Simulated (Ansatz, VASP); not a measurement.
## TiO2: VASP beside Ansatz

```
Ti O
1.0
     1.46676    0.84684    6.83902
    -1.46676    0.84684    6.83902
     0.00000   -1.69367    6.83902
Ti O
1 2
Direct
  0.00000 0.00000 0.00000
  0.37953 0.37953 0.37953
  0.62047 0.62047 0.62047
```

Change from the starting cell: volume scaled by 0.94.

Alike in both runs: task single point; functional PBE; k mesh 10 × 10 × 10; occupations fermi-dirac, width 0.05 eV; no spin polarisation.

|  | VASP | Ansatz |
| --- | --- | --- |
| version | VASP 6.6.1 | Ansatz 0.2.0 |
| potentials or method | VASP PAW PBE potentials, release 64 (Ti_sv, O) | Ansatz PAW |
| plane-wave cutoff (eV) | 520 | 420 |
| valence electrons in the cell | 24 | 24 |

Ansatz gave:

* gap on the k mesh at the Fermi level (eV): 2.89
* least direct gap on the mesh (eV): 3.05
* pressure (GPa): 8.0
* largest component of the traceless stress (GPa): 2.89
* rms of the force components (eV/Å): 0.406

Q: What did VASP give for the same quantities?

A: gap on the k mesh at the Fermi level (eV): 2.86; least direct gap on the mesh (eV): 3.02; pressure (GPa): 8.5; largest component of the traceless stress (GPa): 3.15; rms of the force components (eV/Å): 0.438.

Atom by atom the forces differ by 0.032 eV/Å (rms over components). The functional is the same, so the differences come from potentials, cutoffs and numerics.

Caveats: the pressure holds a Pulay correction of +0.5 GPa for the finite cutoff (Ansatz). A k mesh can miss the band edges.
